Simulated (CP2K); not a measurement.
## Ti in CP2K: convergence with eps scf

Input of the first run (eps scf 1.0E-3); the others differ in this setting and in those tied to it:

Contents of ti_converge.inp:

```
&GLOBAL
  PROJECT ti_converge
  RUN_TYPE ENERGY_FORCE
  PRINT_LEVEL LOW
&END GLOBAL
&FORCE_EVAL
  METHOD QS
  STRESS_TENSOR ANALYTICAL
  &DFT
    BASIS_SET_FILE_NAME BASIS_MOLOPT_UZH
    POTENTIAL_FILE_NAME POTENTIAL_UZH
    &MGRID
      CUTOFF 450
      REL_CUTOFF 60
      NGRIDS 5
    &END MGRID
    &QS
      METHOD GPW
      EPS_DEFAULT 1.0E-9
    &END QS
    &KPOINTS
      SCHEME MONKHORST-PACK 9 9 9
      GAMMA_CENTERED T
      SYMMETRY T
      SYMMETRY_BACKEND SPGLIB
    &END KPOINTS
    &SCF
      SCF_GUESS ATOMIC
      EPS_SCF 1.0E-3
      MAX_SCF 100
      ADDED_MOS 11
      CHOLESKY OFF
      EPS_EIGVAL 1.0E-7
      &DIAGONALIZATION ON
        ALGORITHM STANDARD
      &END DIAGONALIZATION
      &MIXING ON
        METHOD BROYDEN_MIXING
        ALPHA 0.4
        BETA 1.5
        NBUFFER 8
      &END MIXING
      &SMEAR ON
        METHOD FERMI_DIRAC
        ELECTRONIC_TEMPERATURE 116.05
      &END SMEAR
    &END SCF
    &XC
      &XC_FUNCTIONAL
        &GGA_X_PBE_SOL
        &END GGA_X_PBE_SOL
        &GGA_C_PBE_SOL
        &END GGA_C_PBE_SOL
      &END XC_FUNCTIONAL
    &END XC
    &PRINT
      &KPOINTS ON
      &END KPOINTS
      &MULLIKEN ON
      &END MULLIKEN
      &MO ON
        ENERGIES T
        OCCUPATION_NUMBERS T
        &EACH
          QS_SCF 0
        &END EACH
        ADD_LAST NUMERIC
      &END MO
    &END PRINT
  &END DFT
  &SUBSYS
    &CELL
      A 2.8708535316 0.0000000000 0.0000000000
      B 1.4354267658 2.4862320889 0.0000000000
      C 1.4354267658 0.8287440296 2.3440420929
      PERIODIC XYZ
    &END CELL
    &COORD
      Ti  0.0000000000 0.0000000000 0.0000000000
    &END COORD
    &KIND Ti
      BASIS_SET TZVP-MOLOPT-PBE-GTH-q12
      POTENTIAL GTH-PBE-q12
    &END KIND
    &PRINT
      &ATOMIC_COORDINATES ON
      &END ATOMIC_COORDINATES
      &CELL ON
      &END CELL
    &END PRINT
  &END SUBSYS
  &PRINT
    &FORCES ON
    &END FORCES
    &STRESS_TENSOR ON
    &END STRESS_TENSOR
  &END PRINT
&END FORCE_EVAL
```

Potentials or basis: POTENTIAL_UZH Ti GTH-PBE-q12; TZVP-MOLOPT-PBE-GTH basis.

Launch:

```bash
$ OMP_NUM_THREADS=1 cp2k.psmp -i ti_converge.inp -o ti_converge.out
```

This isn't the form of Ti at room conditions, which is hcp.

Hardware: 1 thread of Arm Neoverse V2, with other jobs on the host.

```csv
eps scf,"energy less the tightest run, at zero smearing (meV/atom)",SCF cycles,CPU time (s),peak memory (GiB)
1.0E-3,0.00,7,32,0.26
1.0E-4,0.00,8,36,0.26
1.0E-5,0.00,10,43,0.27
1.0E-6,0.00,12,51,0.27
1.0E-7,0.00,13,60,0.27
1.0E-8,0.00,15,58,0.27
```

Against the tightest run, the energy stays within 1 meV/atom from 1.0E-3 on. The tightest run that finished is the yardstick and may itself not be fully converged.
